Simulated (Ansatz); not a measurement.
Input and command of a calculation in Ansatz (plane waves; scalar-relativistic PAW potentials unless the input names others):

```yaml
crystal:
  lattice:
    - [0.0, 2.2425431903, 2.2425431903]
    - [2.2425431903, 0.0, 2.2425431903]
    - [2.2425431903, 2.2425431903, 0.0]
  atoms:
    - { symbol: Nb, position: [0.0, 0.0, 0.0] }
    - { symbol: C, position: [0.5, 0.5, 0.5] }
basis:
  ecutwfc: 420
kpoints:
  mp_grid: { grid: [16, 16, 16] }
hamiltonian:
  xc: pbe
  pseudopotentials: { kind: nc }
scf:
  occupations: { method: gaussian, width: 0.1 }
  max_iter: 75
output:
  forces: true
  eigenvalues: true
  stress: true
magnetization:
  spin_polarized: true
  spin_orbit: true
```

```bash
ansatz run input.yaml --threads 1 --pin off --max-ram 2560MiB --backend cpu --events-out ev --progress --plain --runs-dir out
```

Task: What will the program do with this input?

Result: The program refuses it, because of spin-orbit coupling on scalar files and without noncollinear: true (magnetization: not typed → {"spin_polarized": true, "spin_orbit": true}; hamiltonian.pseudopotentials: not typed → {"kind": "nc"}). Without those keys it is accepted.

Abridged log:
```
Error: 2 input errors — fix all and re-run
  1. inconsistent input (magnetization.spin_orbit, magnetization.noncollinear): true requires noncollinear: true — spin–orbit coupling acts on 2-spinor wavefunctions; set both flags
  2. inconsistent input (magnetization.spin_orbit, hamiltonian.pseudopotentials.kind): true requires a fully-relativistic hamiltonian.pseudopotentials.kind (nc_fr or paw_fr), or kind: all_electron without datasets and azcp, which then solves Dirac's equation on LAPW. paw_fr resolves this project's PAW files (source: ansatz) by j as it reads them
```